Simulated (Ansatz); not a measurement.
# PbS: relaxed-ion elastic tensor

Level of theory: Ansatz, DFT PBE, scalar-relativistic, plane waves, PAW. Cutoff 420 eV, 8×8×6 k-points (Γ-centred), fixed occupations. No spin polarisation.

Equilibrium structure at this level:
```xyz
4
Lattice="4.2487 0.0000 0.0000 0.0000 4.2487 0.0000 0.0000 0.0000 6.0100" Properties=species:S:1:pos:R:3 pbc="T T T"
Pb    2.1243    0.0000    4.5072
Pb    0.0000    2.1243    1.5028
S     2.1243    0.0000    1.5032
S     0.0000    2.1243    4.5069
```

It comes from a database structure that was distorted and then relaxed. Spin–orbit coupling is left out, which matters for heavy elements. It needn't be the stable form of this composition.

Q: Give the relaxed-ion elastic constants (GPa, Voigt order xx yy zz yz xz xy, on the Cartesian axes of the cell above).

A:
```
 91.0  50.9  16.6   0.0   0.0   0.0
 50.9  91.0  16.6   0.0   0.0   0.0
 16.6  16.6 125.2   0.0   0.0   0.0
  0.0   0.0   0.0  20.1   0.0   0.0
  0.0   0.0   0.0   0.0  20.1   0.0
  0.0   0.0   0.0   0.0   0.0  54.1
```

Q: Is the crystal stable against homogeneous strain?

A: Yes: the least eigenvalue of the tensor is 20.1 GPa.

Q: And the moduli of a polycrystal (Hill averages)?

A: B = 53 GPa, G = 30 GPa, E = 76 GPa, ν = 0.26.
